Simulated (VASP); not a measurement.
# CdS (F-43m) in VASP: notebook

One crystal, CdS, is run at these levels: PBE; tasks: single point.

Everything below comes from runs of VASP 6.6.1. Logs are shortened: lines on timing, memory, paths and dates and some standing lists are left out, and cuts for length are marked.

**1. The crystal as given**

The structure is cubic, space group F-43m (No. 216). The conventional cell has a = 5.927 Å, b = 5.927 Å, c = 5.927 Å, α = 90.00°, β = 90.00°, γ = 90.00°. Around Cd (site symmetry -43m) lie 4 S at 2.57 Å. Around S (site symmetry -43m) lie 4 Cd at 2.57 Å.

The cell was built by a generator and needn't be a form met in nature.

**2. Single point, PBE**

The input, INCAR:

```
PREC = Accurate ; ENCUT = 520
EDIFF = 1E-7 ; ISMEAR = 0
SIGMA = 0.02 ; LREAL = F
LASPH = T ; NELM = 100
ALGO = Normal ; ISIF = 2
LWAVE = F ; LCHARG = T
GGA = PE ; LELF = T
LVHAR = T ; NBANDS = 26
```

The input, KPOINTS:

```
Automatic mesh
0
Gamma
  6 6 6
```

The input, POSCAR:

```
CdS
1.0
    4.1909898908      0.0000000000      0.0000000000
    0.0000000000      5.9269547575      0.0000000000
    0.0000000000      0.0000000000      4.1909898908
Cd S
2 2
Direct
    0.0000000000      0.0000000000      0.0000058500
    0.5000000000      0.5000000000      0.5000058500
    0.5000000000      0.2500000000      0.0000058500
    0.0000000000      0.7500000000      0.5000058500
```

Potentials or basis: VASP PAW PBE potentials, release 64 (Cd, S).

Run with:

```bash
cat potpaw_PBE.64/Cd/POTCAR potpaw_PBE.64/S/POTCAR > POTCAR
mpirun -np 1 vasp_std > vasp.out
```

OUTCAR:

```text
PREC = Accurate
   ENCUT = 520
   EDIFF = 1E-7
   ISMEAR = 0
   LREAL = F
   LASPH = T
   NELM = 100
   ISIF = 2
   GGA = PE

 ion  position               nearest neighbor table
   1  0.000  0.000  0.000-   3 2.57   4 2.57   4 2.57   3 2.57
   2  0.500  0.500  0.500-   3 2.57   4 2.57   3 2.57   4 2.57
   3  0.500  0.250  0.000-   1 2.57   2 2.57   2 2.57   1 2.57
   4  0.000  0.750  0.500-   1 2.57   2 2.57   1 2.57   2 2.57

  LATTYP: Found a simple tetragonal cell.
 ALAT       =     4.1909898908
 C/A-ratio  =     1.4142135658

  Lattice vectors:

 A1 = (  -4.1909898908,   0.0000000000,   0.0000000000)
 A2 = (   0.0000000000,   0.0000000000,   4.1909898908)
 A3 = (   0.0000000000,   5.9269547575,   0.0000000000)

Analysis of symmetry for initial positions (statically):
=====================================================================
 Subroutine PRICEL returns following result:

  LATTYP: Found a face centered cubic cell.
 ALAT       =     5.9269547504

  Lattice vectors:

 A1 = (  -2.0954949454,   2.9634773787,   2.0954949454)
 A2 = (  -0.0000000000,   0.0000000000,   4.1909898908)
 A3 = (   2.0954949454,   2.9634773787,   2.0954949454)

   2 primitive cells build up your supercell.

 Routine SETGRP: Setting up the symmetry group for a
 simple tetragonal supercell.

 Subroutine GETGRP returns: Found  8 space group operations
 (whereof  4 operations were pure point group operations)
 out of a pool of 16 trial point group operations.

The static configuration has the point symmetry     .
 The point group associated with its full space group is D_2d.

Analysis of symmetry for dynamics (positions and initial velocities):
=====================================================================
 Subroutine PRICEL returns following result:

  LATTYP: Found a face centered cubic cell.
 ALAT       =     5.9269547504

  Lattice vectors:

 A1 = (  -2.0954949454,   2.9634773787,   2.0954949454)
 A2 = (  -0.0000000000,   0.0000000000,   4.1909898908)
 A3 = (   2.0954949454,   2.9634773787,   2.0954949454)

   2 primitive cells build up your supercell.

 Routine SETGRP: Setting up the symmetry group for a
 simple tetragonal supercell.

 Subroutine GETGRP returns: Found  8 space group operations
[... 99 lines left out ...]
   LNONCOLLINEAR =      F non collinear calculations
   LSORBIT =      F    spin-orbit coupling
   LASPH  =      T    aspherical Exc in radial PAW
   ENCUT  =  520.0 eV  38.22 Ry    6.18 a.u.   7.79 11.02  7.79*2*pi/ulx,y,z
   NELM   =    100;   NELMIN=  2; NELMDL= -5     # of ELM steps
   EDIFF  = 0.1E-06   stopping-criterion for ELM
   LREAL  =      F    real-space projection
   EDIFFG = 0.1E-05   stopping-criterion for IOM
   NSW    =      0    number of steps for IOM
   IBRION =     -1    ionic relax: 0-MD 1-quasi-New 2-CG
   NFREE  =      0    steps in history (QN), initial steepest desc. (CG)
   ISIF   =      2    stress and relaxation
   ISYM   =      2    0-nonsym 1-usesym 2-fastsym
   POTIM  = 0.5000    time-step for ionic-motion
   TEBEG  =    0.0;   TEEND  =   0.0 temperature during run
   PSTRESS=    0.0 pullay stress
   NELECT =      36.0000    total number of electrons
   NUPDOWN=      -1.0000    fix difference up-down
   EMIN   =  10.00;   EMAX   =-10.00  energy-range for DOS
   EFERMI =   0.00;   METHOD = LEGACY
   ISMEAR =     0;   SIGMA  =   0.02  broadening in eV -4-tet -1-fermi 0-gaus
   EFERMI_NEDOS =   21; number of points for ismear=-14 and -15
   IALGO  =     38    algorithm
   IMIX   =      4    mixing-type and parameters
     AMIX     =   0.40;   BMIX     =  1.00
     AMIX_MAG =   1.60;   BMIX_MAG =  1.00
  volume/ion in A,a.u.               =      26.03       175.63
  Fermi-wavevector in a.u.,A,eV,Ry     =   1.149090  2.171465 17.965240  1.320408
  Thomas-Fermi vector in A             =   2.285762
   LORBIT       =      0    0 simple, 1 ext, 2 COOP (PROOUT), +10 PAW based schemes
   GGA     = PE    functional components
   LHFCALC =     F    Hartree Fock is set to
   AEXX    =    0.0000 exact exchange contribution
   IVDW    =     0    specifies the selected vdW correction
   LEPSILON=     F    determine dielectric tensor
   LRPA    =     F    only Hartree local field effects (RPA)
 non-spin polarized calculation
 Gauss-broadening in eV      SIGMA  =   0.02
  energy-cutoff  :      520.00
  volume of cell :      104.10
 maximum number of plane-waves:      2848
 NGX is ok and might be reduce to    32
   NGX = 15   NGY = 23   NGZ = 15

 number of electron      36.0000021 magnetization

 Free energy of the ion-electron system (eV)
  ---------------------------------------------------
  ext. energy  EPLUGINS =         0.00000000
  ---------------------------------------------------
  free energy    TOTEN  =       -12.29341792 eV

  energy without entropy =      -12.29341792  energy(sigma->0) =      -12.29341792

 E-fermi :   1.0403     XC(G=0):  -8.9268

 val. band max:        0.9165557826   @ k =   0.0000   0.0000   0.0000
 cond. band min:       1.9593952275   @ k =   0.0000   0.0000   0.0000
 fundamental gap:      1.0428394449
 Fermi energy:         1.0402864396

 k-point     1 :       0.0000    0.0000    0.0000
  band No.  band energies     occupation
      1     -11.1709      2.00000
      2     -10.6712      2.00000
      3      -6.6516      2.00000
      4      -6.6515      2.00000
      5      -6.6515      2.00000
      6      -6.4530      2.00000
[... 685 lines left out ...]
     25       8.4677      0.00000
     26       9.0798      0.00000

 [... further k-points ...]

------------------------ aborting loop because EDIFF is reached ----------------------------------------

  FORCE on cell =-STRESS in cart. coord.  units (eV):
  Direction    XX          YY          ZZ          XY          YZ          ZX
  --------------------------------------------------------------------------------------
  -------------------------------------------------------------------------------------
  Total        0.1896966      0.1800513      0.1896966      0.0000000      0.0000000      0.0000000
  in kB        2.9194790      2.7710346      2.9194790      0.0000000      0.0000000      0.0000000
  external PRESSURE =       2.8699975 kB  Pullay stress =       0.0000000 kB

 VOLUME and BASIS-vectors are now :
 -----------------------------------------------------------------------------
  energy-cutoff  :      520.00
  volume of cell :      104.10
      direct lattice vectors                 reciprocal lattice vectors
     4.190989891  0.000000000  0.000000000     0.238607113  0.000000000  0.000000000
     0.000000000  5.926954757  0.000000000     0.000000000  0.168720707  0.000000000
     0.000000000  0.000000000  4.190989891     0.000000000  0.000000000  0.238607113

 POSITION                                       TOTAL-FORCE (eV/Angst)
 -----------------------------------------------------------------------------------
      0.00000      0.00000      0.00002         0.000000      0.000000      0.000000
      2.09549      2.96348      2.09552        -0.000000      0.000000      0.000000
      2.09549      1.48174      0.00002         0.000000      0.000000     -0.000000
      0.00000      4.44522      2.09552         0.000000      0.000000     -0.000000
 -----------------------------------------------------------------------------------
    total drift:                                0.000000     -0.000000     -0.023880

  FREE ENERGIE OF THE ION-ELECTRON SYSTEM (eV)
  ---------------------------------------------------
  free  energy   TOTEN  =       -12.2934179214 eV

  energy  without entropy=      -12.2934179214  energy(sigma->0) =      -12.29341792
```

Run time: 72 s. Hardware: 1 thread of Intel Xeon Platinum 8259CL at 2.50GHz (Skylake/Cascade Lake), shared host; peak memory 0.25 GiB.

Results:

| Item | Value |
| --- | --- |
| Free energy | -12.2934 eV |
| Pressure | 0.3 GPa |
| Band gap on the k mesh | 1.04 eV |

Expect the measured gap to be larger: semilocal functionals such as PBE lack the derivative discontinuity.

**3. Single point, PBE**

Changes to INCAR since step 2:

```diff
@@ -4,3 +4,3 @@
 LASPH = T ; NELM = 100
-ALGO = Normal ; ISIF = 2
+ALGO = Fast ; ISIF = 2
 LWAVE = F ; LCHARG = T
```

KPOINTS is that of step 2.

The input, POSCAR:

```
CdS
1.0
    4.1909898830      0.0000000000      0.0000000000
    0.0000000000      5.9269547575      0.0000000000
    0.0000000000      0.0000000000      4.1909898987
Cd S
2 2
Direct
    0.0000000000      0.0000000000      0.0000000000
    0.5000000000      0.5000000000      0.5000117000
    0.5000000000      0.2500000000      0.0000000000
    0.0000000000      0.7500000000      0.5000117000
```

Potentials or basis: VASP PAW PBE potentials, release 64 (Cd, S).

Run with:

```bash
cat potpaw_PBE.64/Cd/POTCAR potpaw_PBE.64/S/POTCAR > POTCAR
mpirun -np 1 vasp_std > vasp.out
```

OUTCAR:

```text
PREC = Accurate
   ENCUT = 520
   EDIFF = 1E-7
   ISMEAR = 0
   LREAL = F
   LASPH = T
   NELM = 100
   ISIF = 2
   GGA = PE

 ion  position               nearest neighbor table
   1  0.000  0.000  0.000-   4 2.57   3 2.57   3 2.57   4 2.57
   2  0.500  0.500  0.500-   3 2.57   4 2.57   4 2.57   3 2.57
   3  0.500  0.250  0.000-   2 2.57   1 2.57   1 2.57   2 2.57
   4  0.000  0.750  0.500-   1 2.57   2 2.57   2 2.57   1 2.57

  LATTYP: Found a simple tetragonal cell.
 ALAT       =     4.1909898830
 C/A-ratio  =     1.4142135684

  Lattice vectors:

 A1 = (  -4.1909898830,   0.0000000000,   0.0000000000)
 A2 = (   0.0000000000,   0.0000000000,   4.1909898987)
 A3 = (   0.0000000000,   5.9269547575,   0.0000000000)

Analysis of symmetry for initial positions (statically):
=====================================================================
 Subroutine PRICEL returns:
 Original cell was already a primitive cell.

 Routine SETGRP: Setting up the symmetry group for a
 simple tetragonal supercell.

 Subroutine GETGRP returns: Found  4 space group operations
 (whereof  2 operations were pure point group operations)
 out of a pool of 16 trial point group operations.

The static configuration has the point symmetry C_1h.
 The point group associated with its full space group is C_2v.

Analysis of symmetry for dynamics (positions and initial velocities):
=====================================================================
 Subroutine PRICEL returns:
 Original cell was already a primitive cell.

 Routine SETGRP: Setting up the symmetry group for a
 simple tetragonal supercell.

 Subroutine GETGRP returns: Found  4 space group operations
 (whereof  2 operations were pure point group operations)
 out of a pool of 16 trial point group operations.

The dynamic configuration has the point symmetry C_1h.
 The point group associated with its full space group is C_2v.

 Subroutine INISYM returns: Found  4 space group operations
[... 121 lines left out ...]
     AMIX_MAG =   1.60;   BMIX_MAG =  1.00
  volume/ion in A,a.u.               =      26.03       175.63
  Fermi-wavevector in a.u.,A,eV,Ry     =   1.149090  2.171465 17.965240  1.320408
  Thomas-Fermi vector in A             =   2.285762
   LORBIT       =      0    0 simple, 1 ext, 2 COOP (PROOUT), +10 PAW based schemes
   GGA     = PE    functional components
   LHFCALC =     F    Hartree Fock is set to
   AEXX    =    0.0000 exact exchange contribution
   IVDW    =     0    specifies the selected vdW correction
   LEPSILON=     F    determine dielectric tensor
   LRPA    =     F    only Hartree local field effects (RPA)
 non-spin polarized calculation
 RMM-DIIS sequential band-by-band and
 Gauss-broadening in eV      SIGMA  =   0.02
  energy-cutoff  :      520.00
  volume of cell :      104.10
 maximum number of plane-waves:      2848
 NGX is ok and might be reduce to    32
   NGX = 15   NGY = 23   NGZ = 15

 number of electron      36.0000021 magnetization

 Free energy of the ion-electron system (eV)
  ---------------------------------------------------
  ext. energy  EPLUGINS =         0.00000000
  ---------------------------------------------------
  free energy    TOTEN  =       -12.29341912 eV

  energy without entropy =      -12.29341912  energy(sigma->0) =      -12.29341912

 E-fermi :   1.0405     XC(G=0):  -8.9268

 val. band max:        0.9165962758   @ k =   0.0000   0.0000   0.0000
 cond. band min:       1.9594292777   @ k =   0.0000   0.0000   0.0000
 fundamental gap:      1.0428330018
 Fermi energy:         1.0404829077

 k-point     1 :       0.0000    0.0000    0.0000
  band No.  band energies     occupation
      1     -11.1708      2.00000
      2     -10.6711      2.00000
      3      -6.6518      2.00000
      4      -6.6517      2.00000
      5      -6.6517      2.00000
      6      -6.4532      2.00000
[... 685 lines left out ...]
     25       8.6937      0.00000
     26       8.6937      0.00000

 [... further k-points ...]

------------------------ aborting loop because EDIFF is reached ----------------------------------------

  FORCE on cell =-STRESS in cart. coord.  units (eV):
  Direction    XX          YY          ZZ          XY          YZ          ZX
  --------------------------------------------------------------------------------------
  -------------------------------------------------------------------------------------
  Total        0.1939214      0.1842753      0.1939214      0.0000000      0.0000000      0.0000000
  in kB        2.9844994      2.8360432      2.9844996      0.0000000      0.0000000      0.0000000
  external PRESSURE =       2.9350141 kB  Pullay stress =       0.0000000 kB

 VOLUME and BASIS-vectors are now :
 -----------------------------------------------------------------------------
  energy-cutoff  :      520.00
  volume of cell :      104.10
      direct lattice vectors                 reciprocal lattice vectors
     4.190989883  0.000000000  0.000000000     0.238607114  0.000000000  0.000000000
     0.000000000  5.926954757  0.000000000     0.000000000  0.168720707  0.000000000
     0.000000000  0.000000000  4.190989899     0.000000000  0.000000000  0.238607113

 POSITION                                       TOTAL-FORCE (eV/Angst)
 -----------------------------------------------------------------------------------
      0.00000      0.00000      0.00000         0.000000      0.000000      0.000210
      2.09549      2.96348      2.09554         0.000000      0.000000     -0.000210
      2.09549      1.48174      0.00000         0.000000     -0.000000      0.000282
      0.00000      4.44522      2.09554         0.000000     -0.000000     -0.000282
 -----------------------------------------------------------------------------------
    total drift:                                0.000000     -0.000002     -0.000000

  FREE ENERGIE OF THE ION-ELECTRON SYSTEM (eV)
  ---------------------------------------------------
  free  energy   TOTEN  =       -12.2934191211 eV

  energy  without entropy=      -12.2934191211  energy(sigma->0) =      -12.29341912
```

Run time: 2.1 min. Hardware: 1 thread of Intel Xeon Platinum 8259CL at 2.50GHz (Skylake/Cascade Lake), shared host; peak memory 0.3 GiB.

Results:

| Quantity | Value |
| --- | --- |
| Free energy | -12.2934 eV |
| Pressure | 0.3 GPa |
| Band gap on the k mesh | 1.04 eV |

PBE gaps usually lie below the measured ones, often by a third to a half.

**4. Single point, PBE**

The input, INCAR:

```
  ALGO = Normal
  EDIFF = 1E-6
  ENCUT = 520
  GGA = PE
  ISIF = 2
  ISMEAR = 0
  LASPH = True
  LCHARG = False
  LREAL = False
  LWAVE = False
  NBANDS = 26
  NELM = 100
  PREC = Accurate
  SIGMA = 0.02
```

The input, KPOINTS:

```
k-points
0
Gamma
  6 6 6
```

The input, POSCAR:

```
CdS
1.0
    4.1909898908      0.0000000000      0.0000000000
    0.0000000000      5.9269547575      0.0000000000
    0.0000000000      0.0000000000      4.1909898908
Cd S
2 2
Direct
    0.0000000000      0.0000000000      0.0000058500
    0.5000000000      0.5000000000      0.5000058500
    0.5000000000      0.2500000000      0.0000058500
    0.0000000000      0.7500000000      0.5000058500
```

Run with:

```bash
cat potpaw_PBE.64/Cd/POTCAR potpaw_PBE.64/S/POTCAR > POTCAR
mpirun -np 1 vasp_std > vasp.out
```

It took 59 s on 1 thread of Intel Xeon Platinum 8259CL at 2.50GHz (Skylake/Cascade Lake), shared host; peak memory 0.25 GiB.

Results (log left out):

- Free energy: -12.2934 eV
- Pressure: 0.3 GPa
- Band gap on the k mesh: 1.04 eV

Levels at points of the mesh, in eV from the valence-band top:
| k point | band 16 | band 17 | band 18 | band 19 | band 20 | band 21 |
| --- | --- | --- | --- | --- | --- | --- |
| (0.00, 0.00, 0.00) | 0.00 | 0.00 | 0.00 | 1.04 | 3.63 | 4.28 |
| (0.50, 0.00, 0.00) | -1.87 | -0.70 | -0.70 | 4.13 | 4.13 | 6.15 |
| (0.00, 0.50, 0.00) | -0.93 | -0.93 | -0.93 | 3.48 | 3.48 | 4.84 |
| (0.50, 0.50, 0.00) | -0.69 | -0.68 | -0.68 | 2.94 | 2.94 | 7.00 |
| (0.50, 0.00, 0.50) | -1.72 | -1.72 | -1.72 | 3.63 | 3.63 | 4.28 |
| (0.50, 0.50, 0.50) | -2.06 | -2.03 | -2.03 | 5.23 | 5.23 | 5.44 |
